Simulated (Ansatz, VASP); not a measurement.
## One calculation of BN, two programs

```xyz
4
Lattice="2.6977 0.0000 0.0000 -1.3489 2.3363 0.0000 0.0000 0.0000 6.0489" Properties=species:S:1:pos:R:3 pbc="T T T"
B     0.0000    1.5575    1.5122
B     1.3489    0.7788    4.5367
N     0.0000    1.5575    4.5367
N     1.3489    0.7788    1.5122
```

Alike in both runs: task single point; functional PBEsol; k mesh 12 × 12 × 4; occupations gaussian, width 0.05 eV; no spin polarisation.

```csv
,VASP,Ansatz
version,VASP 6.6.1,Ansatz 0.2.0
potentials or method,"VASP PAW PBE potentials, release 64 (B, N)","scalar-relativistic, plane waves, PAW"
plane-wave cutoff (eV),520,420
valence electrons in the cell,16,16
```

VASP gave:

- gap on the k mesh at the Fermi level (eV): 3.66
- least direct gap on the mesh (eV): 3.82

Problem. What did Ansatz give for the same quantities?

Solution. gap on the k mesh at the Fermi level (eV): 3.67; least direct gap on the mesh (eV): 3.83.

With one functional, cell and mesh, what is left measures potentials, basis and numerics.

 Expect the measured gap to be larger: semilocal functionals such as PBEsol lack the derivative discontinuity. A k mesh can miss the band edges.
